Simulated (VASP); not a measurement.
# PbS (Pm-3m) in VASP: a series of runs

One crystal, PbS, is run at these levels: PBE; tasks: single point.

Everything below comes from runs of VASP 6.6.1. Logs are shortened: lines on timing, memory, paths and dates and some standing lists are left out, and cuts for length are marked.

## (1) The crystal as given

The structure is cubic, space group Pm-3m (No. 221). Conventional cell: a = 3.654 Å, b = 3.654 Å, c = 3.654 Å, α = 90.00°, β = 90.00°, γ = 90.00°. Around Pb (site symmetry m-3m) lie 8 S at 3.16 Å. S (site symmetry m-3m) has 8 Pb at 3.16 Å as nearest neighbours.

Measurements of this composition are mostly on another form, of space group No. 225.

## (2) Single point, PBE

Input file INCAR:

```
SYSTEM = PbS
PREC     = Accurate       ! precision mode
ENCUT    = 450            ! plane-wave cutoff, eV
EDIFF    = 1E-6           ! SCF threshold, eV
ISMEAR   = 0              ! smearing method
SIGMA    = 0.02           ! smearing width, eV
LREAL    = .False.        ! projectors in reciprocal space
LASPH    = .True.         ! aspherical terms in the spheres
NELM     = 60             ! most SCF steps
ALGO     = Normal         ! electronic algorithm
ISIF     = 2              ! what is computed and relaxed
LWAVE    = .False.        ! write WAVECAR
LCHARG   = .False.        ! write CHGCAR
GGA      = PE             ! functional
NBANDS   = 18             ! bands
```

Input file KPOINTS:

```
Automatic mesh
0
Gamma
  4 4 4
  0 0 0
```

Input file POSCAR:

```
PbS
1.0
    3.6536590000      0.0000000000      0.0000000000
    0.0000000000      3.6536590000      0.0000000000
    0.0000000000      0.0000000000      3.6536590000
Pb S
1 1
Direct
    0.0000000000      0.0000000000      0.0000000000
    0.5000000000      0.5000000000      0.5000000000
```

Potentials or basis: VASP PAW PBE potentials, release 64 (Pb_d_GW, S_GW).

Started as:

```
> cat potpaw_PBE.64/Pb_d_GW/POTCAR potpaw_PBE.64/S_GW/POTCAR > POTCAR
> mpirun -np 1 vasp_std > vasp.out
```

OUTCAR:

```text
SYSTEM = PbS
   PREC = Accurate
   ENCUT = 450
   EDIFF = 1E-6
   ISMEAR = 0
   LREAL = .False.
   LASPH = .True.
   NELM = 60
   ISIF = 2
   GGA = PE

 ion  position               nearest neighbor table
   1  0.000  0.000  0.000-
   2  0.500  0.500  0.500-

  LATTYP: Found a simple cubic cell.
 ALAT       =     3.6536590000

  Lattice vectors:

 A1 = (   3.6536590000,   0.0000000000,   0.0000000000)
 A2 = (   0.0000000000,   3.6536590000,   0.0000000000)
 A3 = (   0.0000000000,   0.0000000000,   3.6536590000)

Analysis of symmetry for initial positions (statically):
=====================================================================
 Subroutine PRICEL returns:
 Original cell was already a primitive cell.

 Routine SETGRP: Setting up the symmetry group for a
 simple cubic supercell.

 Subroutine GETGRP returns: Found 48 space group operations
 (whereof 48 operations were pure point group operations)
 out of a pool of 48 trial point group operations.

The static configuration has the point symmetry O_h .

Analysis of symmetry for dynamics (positions and initial velocities):
=====================================================================
 Subroutine PRICEL returns:
 Original cell was already a primitive cell.

 Routine SETGRP: Setting up the symmetry group for a
 simple cubic supercell.

 Subroutine GETGRP returns: Found 48 space group operations
 (whereof 48 operations were pure point group operations)
 out of a pool of 48 trial point group operations.

The dynamic configuration has the point symmetry O_h .

 Subroutine INISYM returns: Found 48 space group operations
 (whereof 48 operations are pure point group operations),
 and found     1 'primitive' translations

----------------------------------------------------------------------------------------

                                     Primitive cell

  volume of cell :      48.7735

  direct lattice vectors                    reciprocal lattice vectors
     3.653659000  0.000000000  0.000000000     0.273698230  0.000000000  0.000000000
     0.000000000  3.653659000  0.000000000     0.000000000  0.273698230  0.000000000
     0.000000000  0.000000000  3.653659000     0.000000000  0.000000000  0.273698230

  length of vectors
     3.653659000  3.653659000  3.653659000     0.273698230  0.273698230  0.273698230

  position of ions in fractional coordinates (direct lattice)
[... 62 lines left out ...]
   ENCUT  =  450.0 eV  33.07 Ry    5.75 a.u.   6.32  6.32  6.32*2*pi/ulx,y,z
   NELM   =     60;   NELMIN=  2; NELMDL= -5     # of ELM steps
   EDIFF  = 0.1E-05   stopping-criterion for ELM
   LREAL  =      F    real-space projection
   EDIFFG = 0.1E-04   stopping-criterion for IOM
   NSW    =      0    number of steps for IOM
   IBRION =     -1    ionic relax: 0-MD 1-quasi-New 2-CG
   NFREE  =      0    steps in history (QN), initial steepest desc. (CG)
   ISIF   =      2    stress and relaxation
   ISYM   =      2    0-nonsym 1-usesym 2-fastsym
   POTIM  = 0.5000    time-step for ionic-motion
   TEBEG  =    0.0;   TEEND  =   0.0 temperature during run
   PSTRESS=    0.0 pullay stress
   NELECT =      22.0000    total number of electrons
   NUPDOWN=      -1.0000    fix difference up-down
   EMIN   =  10.00;   EMAX   =-10.00  energy-range for DOS
   EFERMI =   0.00;   METHOD = LEGACY
   ISMEAR =     0;   SIGMA  =   0.02  broadening in eV -4-tet -1-fermi 0-gaus
   EFERMI_NEDOS =   21; number of points for ismear=-14 and -15
   IALGO  =     38    algorithm
   IMIX   =      4    mixing-type and parameters
     AMIX     =   0.40;   BMIX     =  1.00
     AMIX_MAG =   1.60;   BMIX_MAG =  1.00
  volume/ion in A,a.u.               =      24.39       164.57
  Fermi-wavevector in a.u.,A,eV,Ry     =   1.255513  2.372575 21.447022  1.576312
  Thomas-Fermi vector in A             =   2.389266
   LORBIT       =      0    0 simple, 1 ext, 2 COOP (PROOUT), +10 PAW based schemes
   GGA     = PE    functional components
   LHFCALC =     F    Hartree Fock is set to
   AEXX    =    0.0000 exact exchange contribution
   IVDW    =     0    specifies the selected vdW correction
   LEPSILON=     F    determine dielectric tensor
   LRPA    =     F    only Hartree local field effects (RPA)
 non-spin polarized calculation
 Gauss-broadening in eV      SIGMA  =   0.02
  energy-cutoff  :      450.00
  volume of cell :       48.77
 maximum number of plane-waves:      1074
 NGX is ok and might be reduce to    28
   NGX = 13   NGY = 13   NGZ = 13

 number of electron      21.9999993 magnetization

 Free energy of the ion-electron system (eV)
  ---------------------------------------------------
  ext. energy  EPLUGINS =         0.00000000
  ---------------------------------------------------
  free energy    TOTEN  =        -8.17644038 eV

  energy without entropy =       -8.17644038  energy(sigma->0) =       -8.17644038

 E-fermi :   3.7420     XC(G=0): -10.2647

 val. band max:        3.6675407925   @ k =   0.5000   0.5000   0.0000
 cond. band min:       3.8165458752   @ k =   0.5000   0.0000   0.0000
 fundamental gap:      0.1490050827
 Fermi energy:         3.7420402386

 k-point     1 :       0.0000    0.0000    0.0000
  band No.  band energies     occupation
      1    -135.5507      2.00000
      2     -12.9780      2.00000
      3     -12.9780      2.00000
      4     -12.7654      2.00000
      5     -12.7654      2.00000
      6     -12.7654      2.00000
[... 187 lines left out ...]
      5     -12.7144      2.00000
      6     -12.7144      2.00000
[... 10 lines left out ...]
     17      17.6469      0.00000
     18      19.9645      0.00000

------------------------ aborting loop because EDIFF is reached ----------------------------------------

  FORCE on cell =-STRESS in cart. coord.  units (eV):
  Direction    XX          YY          ZZ          XY          YZ          ZX
  --------------------------------------------------------------------------------------
  -------------------------------------------------------------------------------------
  Total       -0.2565463     -0.2565463     -0.2565463      0.0000000      0.0000000     -0.0000000
  in kB       -8.4273738     -8.4273738     -8.4273738      0.0000000      0.0000000     -0.0000000
  external PRESSURE =      -8.4273738 kB  Pullay stress =       0.0000000 kB

 VOLUME and BASIS-vectors are now :
 -----------------------------------------------------------------------------
  energy-cutoff  :      450.00
  volume of cell :       48.77
      direct lattice vectors                 reciprocal lattice vectors
     3.653659000  0.000000000  0.000000000     0.273698230  0.000000000  0.000000000
     0.000000000  3.653659000  0.000000000     0.000000000  0.273698230  0.000000000
     0.000000000  0.000000000  3.653659000     0.000000000  0.000000000  0.273698230

 POSITION                                       TOTAL-FORCE (eV/Angst)
 -----------------------------------------------------------------------------------
      0.00000      0.00000      0.00000         0.000000      0.000000      0.000000
      1.82683      1.82683      1.82683         0.000000      0.000000      0.000000
 -----------------------------------------------------------------------------------
    total drift:                               -0.000000      0.000000      0.000000

  FREE ENERGIE OF THE ION-ELECTRON SYSTEM (eV)
  ---------------------------------------------------
  free  energy   TOTEN  =        -8.1764403812 eV

  energy  without entropy=       -8.1764403802  energy(sigma->0) =       -8.17644038
```

Run time: 6.2 s. Hardware: 1 thread of AMD EPYC 9R45 (Zen 5), shared host; peak memory 0.14 GiB.

What came out:

| Quantity | Value |
| --- | --- |
| Free energy | -8.1764 eV |
| Pressure | -0.8 GPa |
| Band gap on the k mesh | none (metal or under the smearing width) |

Levels at points of the mesh, in eV from the Fermi level:
| k point | band 7 | band 8 | band 9 | band 10 | band 11 | band 12 | band 13 | band 14 | band 15 | band 16 |
| --- | --- | --- | --- | --- | --- | --- | --- | --- | --- | --- |
| (0.00, 0.00, 0.00) | -12.94 | -6.56 | -1.39 | -1.39 | -1.39 | 5.67 | 5.67 | 6.70 | 6.70 | 6.70 |
| (0.50, 0.00, 0.00) | -11.64 | -8.83 | -0.27 | -0.27 | 0.07 | 0.50 | 4.11 | 4.11 | 6.89 | 9.45 |
| (0.50, 0.50, 0.00) | -10.88 | -7.10 | -4.24 | -4.24 | -0.07 | 4.38 | 4.38 | 6.09 | 7.38 | 9.63 |
| (0.50, 0.50, 0.50) | -10.65 | -5.81 | -2.17 | -2.17 | -2.17 | -0.29 | -0.29 | -0.29 | 13.90 | 13.90 |

Caveat: the k mesh is coarse (spacing up to 0.43 Å⁻¹), so the values aren't converged.

## (3) Single point, PBE

Input file INCAR:

```
PREC     = Accurate       # precision mode
ENCUT    = 450            # plane-wave cutoff, eV
EDIFF    = 1E-7           # SCF threshold, eV
ISMEAR   = 0              # smearing method
SIGMA    = 0.02           # smearing width, eV
LREAL    = F              # projectors in reciprocal space
LASPH    = T              # aspherical terms in the spheres
NELM     = 80             # most SCF steps
ALGO     = Normal         # electronic algorithm
ISIF     = 2              # what is computed and relaxed
LWAVE    = F              # write WAVECAR
LCHARG   = T              # write CHGCAR
GGA      = PE             # functional
LELF     = T              # ELF
LVHAR    = T            
NBANDS   = 18             # bands
```

Input file KPOINTS:

```
Automatic mesh
0
Gamma
  4 4 4
```

POSCAR is that of step 2.

Potentials or basis: VASP PAW PBE potentials, release 64 (Pb_d_GW, S_GW).

Started as:

```
> cat potpaw_PBE.64/Pb_d_GW/POTCAR potpaw_PBE.64/S_GW/POTCAR > POTCAR
> mpirun -np 1 vasp_std > vasp.out
```

It took 10 s on 1 thread of Intel Xeon Platinum 8488C (Sapphire Rapids), shared host; peak memory 0.16 GiB.

Results (log left out):

```
Free energy            : -8.1764 eV
Pressure               : -0.8 GPa
Band gap on the k mesh : none (metal or under the smearing width)
```

Levels at points of the mesh, in eV from the Fermi level:
```
           k point  band 9  band 10  band 11  band 12  band 13  band 14
(0.00, 0.00, 0.00)   -1.39    -1.39    -1.39     5.67     5.67     6.70
(0.50, 0.00, 0.00)   -0.27    -0.27     0.07     0.50     4.11     4.11
(0.50, 0.50, 0.00)   -4.24    -4.24    -0.07     4.38     4.38     6.09
(0.50, 0.50, 0.50)   -2.17    -2.17    -2.17    -0.29    -0.29    -0.29
```

Caveat: the k mesh is coarse (spacing up to 0.43 Å⁻¹), so the values aren't converged. Spin-orbit coupling is left out, which matters for the levels of Pb.

## (4) For comparison

An earlier run on the cell as given: functional PBE; potentials or basis VASP PAW PBE potentials, release 64 (Pb_d, S); cutoff 520 eV; k mesh 7 × 7 × 7; occupations fermi-dirac, width 0.05 eV; no spin polarisation.

- Pressure: -0.1 GPa
- Band gap on the k mesh: 0.12 eV, indirect (least direct gap 1.44 eV)
